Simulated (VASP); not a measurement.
SnO2:

```
Sn O
1.0
    -2.00007    2.00007    5.12368
     2.00007   -2.00007    5.12368
     2.00007    2.00007   -5.12368
Sn O
2 4
Direct
  0.00000 0.00000 0.00000
  0.75000 0.25000 0.50000
  0.54652 0.04652 0.50000
  0.20348 0.20348 0.00000
  0.95348 0.45348 0.50000
  0.79652 0.79652 0.00000
```

Measurements of this composition are mostly on another form, of space group No. 136.

Base run:

```yaml
Program: VASP 6.6.1
Functional: PBE
Potentials_or_basis: VASP PAW PBE potentials, release 64 (Sn_d, O)
Cutoff: 520 eV
k_mesh: 9 × 9 × 9
Occupations: fermi-dirac, width 0.05 eV
Spin: no spin polarisation
```

Its results: band gap on the k mesh 1.64 eV, indirect (least direct gap 2.02 eV).

Question: The run is repeated on the same cell with these changes: functional from PBE to RPBE; further incar settings from ALGO = Normal; EDIFF = 1e-07; NBANDS = 35 to ALGO = Normal; EDIFF = 1e-06. What comes out?

Answer: Band gap on the k mesh 1.74 eV, indirect (least direct gap 2.12 eV).

Caveats: spin-orbit coupling is left out, which moves the levels of the heavy elements; an odd mesh through Γ misses points on the zone boundary, where band edges often lie (some runs).
